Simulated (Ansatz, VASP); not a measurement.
**One calculation of LiCl, two programs**

File INCAR:

```
SYSTEM = LiCl
ALGO = Normal
EDIFF = 1E-6
ENCUT = 520
GGA = PE
ISIF = 2
ISMEAR = 0
LASPH = .TRUE.
LCHARG = .TRUE.
LELF = .TRUE.
LREAL = .FALSE.
LVHAR = .TRUE.
LWAVE = .FALSE.
NBANDS = 12
NELM = 100
PREC = Accurate
SIGMA = 0.02
```

KPOINTS

```
k-points
0
G
  8 8 8
  0 0 0
```

The input POSCAR:

```
LiCl
1.0
    0.0000000000      2.6262164964      2.6262164964
    2.6262164964      0.0000000000      2.6262164964
    2.6262164964      2.6262164964      0.0000000000
Li Cl
1 1
Direct
    0.0000000000      0.0000000000      0.0000000000
    0.5000000000      0.5000000000      0.5000000000
```

Input for Ansatz:

```yaml
crystal:
  lattice:
    - [0.0, 2.6262164964, 2.6262164964]
    - [2.6262164964, 0.0, 2.6262164964]
    - [2.6262164964, 2.6262164964, 0.0]
  atoms:
    - { symbol: Li, position: [0.0, 0.0, 0.0] }
    - { symbol: Cl, position: [0.5, 0.5, 0.5] }
basis:
  ecutwfc: 420
kpoints:
  mp_grid: { grid: [8, 8, 8] }
hamiltonian:
  xc: pbe
scf:
  occupations: { method: gaussian, width: 0.02 }
output:
  forces: true
  stress: true
  eigenvalues: true
```

Alike in both runs: task single point; functional PBE; k mesh 8 × 8 × 8; occupations gaussian, width 0.02 eV; no spin polarisation.

|  | VASP | Ansatz |
| --- | --- | --- |
| version | VASP 6.6.1 | Ansatz 0.2.0 |
| potentials or method | VASP PAW PBE potentials, release 64 (Li_sv, Cl) | scalar-relativistic, plane waves, PAW |
| plane-wave cutoff (eV) | 520 | 420 |
| valence electrons in the cell | 10 | 10 |

|  | VASP | Ansatz | Ansatz less VASP |
| --- | --- | --- | --- |
| gap on the k mesh at the Fermi level (eV) | 5.95 | 5.94 | -0.011 |
| least direct gap on the mesh (eV) | 5.95 | 5.94 | -0.011 |

With one functional, cell and mesh, what is left measures potentials, basis and numerics.

 A k mesh can miss the band edges.
